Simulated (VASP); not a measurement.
TiO2 (Rutile):

```
Ti O
1.0
     4.59271    0.00000    0.00000
     0.00000    4.59271    0.00000
     0.00000    0.00000    2.94174
Ti O
2 4
Cartesian
  0.0000 0.0000 0.0000
  2.2964 2.2964 1.4709
  1.3977 1.3977 2.9417
  0.8987 3.6940 1.4709
  3.1950 3.1950 0.0000
  3.6940 0.8987 1.4709
```

Base run:

| Quantity | Value |
| --- | --- |
| Program | VASP 6.6.1 |
| Functional | r2SCAN |
| Potentials or basis | VASP PAW PBE potentials, release 64 (Ti_sv, O) |
| Cutoff | 520 eV |
| k mesh | 6 × 6 × 10 |
| Occupations | gaussian, width 0.03 eV |
| Spin | no spin polarisation |

Its results: band gap on the k mesh 2.24 eV, direct; pressure 2.8 GPa; largest force 0.026 eV/Å.

After a change of settings the same cell gave: band gap on the k mesh 1.78 eV, direct; pressure -5.6 GPa; largest force 0.051 eV/Å. Which change was it?
A. functional from r2SCAN to LDA; potentials or basis from VASP PAW PBE potentials, release 64 (Ti_sv, O) to VASP PAW LDA potentials, release 64 (Ti_sv, O)
B. functional from r2SCAN to PBE; further incar settings from ALGO = Normal; EDIFF = 1e-07; NBANDS = 33 to ALGO = Normal; EDIFF = 1e-07; NBANDS = 48
C. functional from r2SCAN to PBE

A.

Caveats: the PAW data sets were made with another functional, which shifts forces and pressure a little (some runs).
